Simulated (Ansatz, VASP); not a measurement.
# Si62As (As-vacancy pair (E centre) in Si): VASP beside Ansatz, part 2 of 2

Wanted: the spread between two codes on one cell, functional and k mesh. The cell is taken from a series of runs on this material, whose earlier steps may have relaxed, scaled, displaced or heated it; both programs get it as it stands.

VASP 6.6.1 and Ansatz 0.2.0.

So far: The structure; Ansatz: single point, PBE.

## (3) VASP: single point, PBE

Level of this step: PBE, spin-polarised from a ferromagnetic start; plane waves and PAW (Si, As) (VASP).

The same cell, functional, mesh and smearing now go to VASP, with its own data sets.

Lines of VASP's logs that name or quote its potential files are left out, and so is its time.

Input file INCAR:

```
SYSTEM = Si62As
PREC = Accurate
ENCUT = 400
EDIFF = 1E-06
NELM = 200
ISMEAR = -1
SIGMA = 0.01
LREAL = Auto
ALGO = Normal
GGA = PE
NBANDS = 176
ISPIN = 2
MAGMOM = 0 0 0 0.01 0 0 0 0 0 -0 0 0.01 0.01 0 0 0 0 -0 0 0 0.01 0 0.01 0 0.04 0 -0 0 0 0.01 0 0 0 -0 0 0.01 0 0 0.01 0.04 0 0 -0 0 0 0.01 0.13 0.01 0.01 0.01 0.01 0 0 0.01 0 0 0 0 -0 -0 -0 0 0.01
LORBIT = 11
LWAVE = .FALSE.
LCHARG = .FALSE.
ISIF = 2
ISYM = 0
NUPDOWN = 1
LASPH = .TRUE.
GGA_COMPAT = .FALSE.
KPAR = 4
```

Input file POSCAR:

```
Si62As
1.0
   10.9433375672      0.0000000000      0.0000000000
    0.0000000000     10.9433375672      0.0000000000
    0.0000000000      0.0000000000     10.9433375672
Si As
62 1
Direct
    0.0010266735      0.9999202715      0.2492234223
    0.0000514031      0.2482237741      0.0007754476
    0.2494758138      0.9989261011      0.0007328919
    0.1276114228      0.1262827224      0.3704639851
    0.1274818206      0.3703715615      0.1258530221
    0.3716483657      0.1261937357      0.1259030130
    0.0000503397      0.9987120651      0.7487381324
    0.0022667702      0.2490724136      0.4981064624
    0.2503682337      0.0008508666      0.4980473553
    0.2492284376      0.2480123343      0.7526023379
    0.1239360468      0.1227787838      0.8759818408
    0.1292177027      0.3726629467      0.6233476288
    0.3738034762      0.1278014065      0.6234571267
    0.3760149828      0.3746442126      0.8751836793
    0.0030126415      0.4971320285      0.2501022912
    0.0008093519      0.7487131020      0.9997207059
    0.2509834828      0.4982434775      0.0012187896
    0.2518536129      0.7480261050      0.2498844732
    0.1345302369      0.6159683018      0.3747724537
    0.1254618823      0.8731176252      0.1256269366
    0.3771462731      0.6229162940      0.1258535873
    0.3759211808      0.8744396813      0.3752097820
    0.0021013727      0.4995896222      0.7485502473
    0.0040059369      0.7463503741      0.4991233652
    0.2652665489      0.4880822113      0.4997521597
    0.2509672628      0.7491261289      0.7493728165
    0.1264976280      0.6236193418      0.8749565791
    0.1264157668      0.8743535531      0.6235665910
    0.3774213053      0.6234197231      0.6248890059
    0.3752556881      0.8757046102      0.8746502414
    0.4984335132      0.0016775385      0.2500782453
    0.4995929734      0.2496862320      0.0013127883
    0.7500266796      0.9994746610      0.9996955284
    0.7490878446      0.2507509212      0.2499767513
    0.6171449910      0.1332641844      0.3748215374
    0.6239732049      0.3760827094      0.1260053190
    0.8741478108      0.1243129968      0.1256848763
    0.8758236295      0.3745580689      0.3752208823
    0.5008345173      0.0008662133      0.7486103243
    0.4891133120      0.2638155455      0.4998762774
    0.7476377782      0.0028603125      0.4991152578
    0.7504404017      0.2497029553      0.7493940684
    0.6249700060      0.1252234147      0.8749968970
    0.6246646824      0.3760020694      0.6248067792
    0.8757146952      0.1251544060      0.6236266124
    0.8769347318      0.3740430800      0.8746940931
    0.4965419967      0.4956387603      0.2546483154
    0.5011647504      0.7502345452      0.0001435944
    0.7514571604      0.4999642136      0.0002376261
    0.7506326799      0.7493901291      0.2502236871
    0.6244115389      0.6231344937      0.3729545655
    0.6251581279      0.8756823016      0.1259248601
    0.8769763865      0.6239121155      0.1259915264
    0.8763340371      0.8751108937      0.3740098740
    0.5019945018      0.5006180847      0.7518379546
    0.5013161198      0.7488682964      0.4991736091
    0.7501066427      0.4999047218      0.4990610205
    0.7512290554      0.7499856256      0.7487958842
    0.6271067596      0.6258504717      0.8757908322
    0.6253280035      0.8753630459      0.6237976727
    0.8764751048      0.6240019027      0.6237482613
    0.8756508780      0.8743022234      0.8747541660
    0.2678825449      0.2665149549      0.2656287954
```

Input file KPOINTS:

```
Points of the shifted mesh
8
Reciprocal
 0.2500000000  0.2500000000  0.2500000000 1
 0.2500000000  0.2500000000  0.7500000000 1
 0.2500000000  0.7500000000  0.2500000000 1
 0.2500000000  0.7500000000  0.7500000000 1
 0.7500000000  0.2500000000  0.2500000000 1
 0.7500000000  0.2500000000  0.7500000000 1
 0.7500000000  0.7500000000  0.2500000000 1
 0.7500000000  0.7500000000  0.7500000000 1
```

Potentials, in the order of the species: Si and As (PBE family, release 64).

The run is started by

```bash
> mpirun -np 8 vasp_std
```

Numbers of over 12 decimals in the logs are rounded to 6 here.

The log of the run:

```text
[banner, memory and clock lines left out]
running    8 mpi-ranks, on    1 nodes
[...]
|                                                                             |
|           W    W    AA    RRRRR   N    N  II  N    N   GGGG   !!!           |
|           W    W   A  A   R    R  NN   N  II  NN   N  G    G  !!!           |
|           W    W  A    A  R    R  N N  N  II  N N  N  G       !!!           |
|           W WW W  AAAAAA  RRRRR   N  N N  II  N  N N  G  GGG   !            |
|           WW  WW  A    A  R   R   N   NN  II  N   NN  G    G                |
|           W    W  A    A  R    R  N    N  II  N    N   GGGG   !!!           |
|                                                                             |
|     For optimal performance we recommend to set                             |
|       NCORE = 2 up to number-of-cores-per-socket                            |
|     NCORE specifies how many cores store one orbital (NPAR=cpu/NCORE).      |
|     This setting can greatly improve the performance of VASP for DFT.       |
[...]
|     multi-core architectures or massively parallel machines. Do your        |
|     Unfortunately you need to use the default for GW and RPA                |
|     calculations (for HF NCORE is supported but not extensively tested      |
|     yet).                                                                   |
|                                                                             |

 LDA part: xc-table for (Slater+PW92), standard interpolation
 POSCAR, INCAR and KPOINTS ok, starting setup
[...]
entering main loop
       N       E                     dE             d eps       ncg     rms          rms(c)
DAV:   1     0.536009447952E+03    0.53601E+03   -0.81418E+04  5632   0.960E+02
DAV:   2    -0.286461461026E+03   -0.82247E+03   -0.77466E+03  6768   0.161E+02
DAV:   3    -0.341892534478E+03   -0.55431E+02   -0.54473E+02  7040   0.378E+01
DAV:   4    -0.343199196077E+03   -0.13067E+01   -0.12976E+01  7000   0.703E+00
[...]
DAV:  13    -0.338131748777E+03   -0.12892E-03   -0.13304E-04  6720   0.235E-02    0.359E-02
DAV:  14    -0.338131795784E+03   -0.47008E-04   -0.67282E-05  6408   0.153E-02    0.949E-03
DAV:  15    -0.338131796011E+03   -0.22709E-06   -0.49774E-06  6448   0.499E-03
   1 F= -.33813180E+03 E0= -.33813135E+03  d E =-.887458E-03  mag=     1.0000
```

Parts of OUTCAR (step 3):

```text
  FREE ENERGIE OF THE ION-ELECTRON SYSTEM (eV)
  ---------------------------------------------------
  free  energy   TOTEN  =      -338.1317960114 eV

  energy  without entropy=     -338.1309085536  energy(sigma->0) =     -338.13135228

 magnetization (x)
# of ion       s       p       d       tot
------------------------------------------
    1        0.000   0.004   0.000   0.004
    2        0.000   0.002   0.000   0.002
    3        0.000   0.002   0.000   0.002
    4        0.002   0.009   0.000   0.011
    5        0.000   0.004   0.000   0.004
    6        0.000   0.004   0.000   0.004
    7        0.000   0.001   0.000   0.001
    8        0.000   0.000   0.000   0.000
    9        0.000   0.000   0.000   0.000
   10       -0.000  -0.000   0.000  -0.000
   11        0.000   0.001   0.000   0.001
   12        0.002   0.006   0.000   0.008
   13        0.002   0.006   0.000   0.008
[...]
--------------------------------------------------
tot          0.091   0.299   0.002   0.391

[... 1 further part left out ...]
```

The run ends at a pressure of -0.90 GPa, with forces up to 0.23 eV/Å.

## (4) Side by side

Known differences besides the potentials themselves: VASP starts from the moments at which Ansatz ended; the data sets hold 263 valence electrons in Ansatz (on its default PAW (the set named soft_2) files) and 253 in VASP; the cutoff is 300 eV in Ansatz and 400 eV in VASP (PREC = Accurate, projectors in real space); site moments are counted in spheres of each program's own size; Ansatz's log warns that its cutoff lies below the recommended one. Total energies have different zeros and are not compared.

Both answers:

| quantity | Ansatz | VASP | difference |
| --- | --- | --- | --- |
| total moment, fixed by the input (μB) | 1.00 | 1.00 | 0.00 |
| moment on Si47 (μB) | 0.13 | 0.13 | 0.00 |

Forces on 10 of the 63 atoms, those with the largest forces and the largest differences (eV/Å; atoms numbered as in POSCAR):

| atom | Ansatz x, y, z | VASP x, y, z |
| --- | --- | --- |
| Si4 | 0.009, 0.010, 0.042 | -0.006, -0.004, 0.053 |
| Si5 | -0.019, 0.026, -0.010 | -0.035, 0.037, -0.025 |
| Si6 | 0.031, -0.021, -0.015 | 0.041, -0.037, -0.031 |
| Si19 | -0.042, 0.037, 0.174 | -0.044, 0.039, 0.173 |
| Si24 | 0.039, -0.004, -0.152 | 0.040, -0.005, -0.152 |
| Si35 | 0.034, -0.040, 0.173 | 0.036, -0.041, 0.171 |
| Si40 | 0.071, 0.050, -0.125 | 0.076, 0.044, -0.118 |
| Si41 | -0.002, 0.036, -0.149 | -0.004, 0.037, -0.149 |
| Si54 | -0.026, -0.025, 0.219 | -0.026, -0.025, 0.218 |
| As63 | -0.163, -0.155, -0.119 | -0.152, -0.140, -0.108 |

The forces differ by 3.8 meV/Å r.m.s., which is 8.3 % of the r.m.s. force of 0.047 eV/Å (both taken over all components).

## (5) What came out

* r.m.s. force difference (single point, PBE): 3.8 meV/Å

The r.m.s. force difference is 3.8 meV/Å (single point, PBE), within the 12 meV/Å picked in this series as the mark of a large difference. The data sets hold unlike numbers of valence electrons (263 in Ansatz and 253 in VASP), so part of the differences comes from the potentials. How closely two codes agree says nothing of how well the functional describes the real material.

[Lines on the potential files, build, host, timing and source positions are cut from VASP's logs without a mark.]

[Logs are printed without paths, hosts, clocks, repeated set-up lines and the standing remarks that a program may print on its own settings, such as how far it seeks lower states.]

[Hosts, paths, dates, database ids (printed as entryN), source tags and the programs' standing remarks are cut or masked in the printed files.]
